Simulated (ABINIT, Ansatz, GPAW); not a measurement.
SnO: programs and potentials compared

```
Sn O
1.0
     3.35500    0.00000    0.00000
     0.00000    5.67410    0.00000
     0.00000    0.00000    4.22197
Sn O
2 2
Direct
  0.51597 0.76695 0.00432
  0.99489 0.23071 0.51736
  0.50538 0.10886 0.24849
  0.99146 0.88834 0.74462
```

The cell comes from a database or a generator and needn't be the stable form of this composition.

Atoms were shifted at random by some hundredths of an Å from the given cell, which wasn't relaxed again for these runs.

Alike in all runs: task single point; functional PBEsol; k mesh 8 × 5 × 6; occupations fermi-dirac, width 0.05 eV; no spin polarisation; no spin-orbit coupling. Pressure is positive in compression and, in plane waves, holds the error of the finite cutoff, which Ansatz's Pulay term estimates and takes out.

```csv
program and potentials,plane-wave cutoff (eV),notes,pressure (GPa),largest force (eV/Å),energy over the undisturbed cell (meV/atom)
"Ansatz, Ansatz PAW",420,"potentials made for PBE, which Ansatz adapts in part; Pulay term of +0.41 GPa included",-1.88,0.844,10.19
"Ansatz, all-electron LAPW, scalar-relativistic",-,-,-1.88,0.844,-
"GPAW, PAW data sets generated for this functional",800,-,-2.44,0.835,9.47
"ABINIT, PseudoDojo NC SR PBEsol v0.4.1 standard",1143,-,-1.29,0.889,11.65
```

Force on atom 4 (O), eV/Å:

```csv
program and potentials,x,y,z
"Ansatz, Ansatz PAW",0.603,0.492,-0.326
"Ansatz, all-electron LAPW, scalar-relativistic",0.603,0.493,-0.327
"GPAW, PAW data sets generated for this functional",0.587,0.514,-0.297
"ABINIT, PseudoDojo NC SR PBEsol v0.4.1 standard",0.644,0.483,-0.376
```

The pressure spans -2.44 (GPAW, PAW data sets generated for this functional) to -1.29 GPa (ABINIT, PseudoDojo NC SR PBEsol v0.4.1 standard), with all-electron results at -1.88.

Differences between rows come from potentials, basis sets and numerical settings, since the functional is the same but for its coding. Runs on potential files found faulty are left out.
